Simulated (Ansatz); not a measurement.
# CuI: the cost of one run

Code: Ansatz 0.2.0. PAW datasets, plane waves, zero pressure. Calculated at 0 K for a non-magnetic cell.

## Step 1: The system as given

It is orthorhombic, Cmcm (No. 63); conventional cell a = 7.466 Å, b = 7.422 Å, c = 4.307 Å, 29.83 Å³ an atom. Around Cu lie 2 Cu at 2.46 Å and 3 I at 2.58–2.59 Å; around I lie 3 Cu at 2.58–2.59 Å.

Structure file:

```xyz
4
Lattice="3.7332 -3.7111 0.0000 3.7332 3.7111 0.0000 0.0000 0.0000 4.3070" Properties=species:S:1:pos:R:3 pbc="T T T"
Cu    3.7332    0.5905    3.2302
Cu    3.7332   -0.5905    1.0767
I     3.7332   -2.0043    3.2302
I     3.7332    2.0043    1.0767
```

## Step 2: PBE-D3(BJ): cell and atoms

input.yaml

```yaml
crystal:
  lattice:
    - [3.73316759, -3.71108637, 0.0]
    - [3.73316759, 3.71108637, 0.0]
    - [0.0, 0.0, 4.30699767]
  atoms:
    - { symbol: Cu, position: [0.42043883, 0.57956117, 0.75] }
    - { symbol: Cu, position: [0.57956117, 0.42043883, 0.25] }
    - { symbol: I, position: [0.77004268, 0.22995732, 0.75] }
    - { symbol: I, position: [0.22995732, 0.77004268, 0.25] }
kpoints:
  mp_grid: { grid: [4, 4, 6] }
hamiltonian:
  xc: pbe
  dispersion: d3bj
scf:
  occupations: { method: fermi_dirac, width: 0.02 }
relax:
  f_tol: 0.005
  cell: {}
```

Started as:

```bash
$ ansatz run input.yaml --threads 2 --pin off --max-ram 2211MiB --backend cpu --events-out ev --progress --plain --runs-dir out
```

**Question.** How long does this run take on 2 threads of Arm Neoverse V1, shared host, and how much memory does it need?

About 31 s, with a peak of 0.46 GiB.
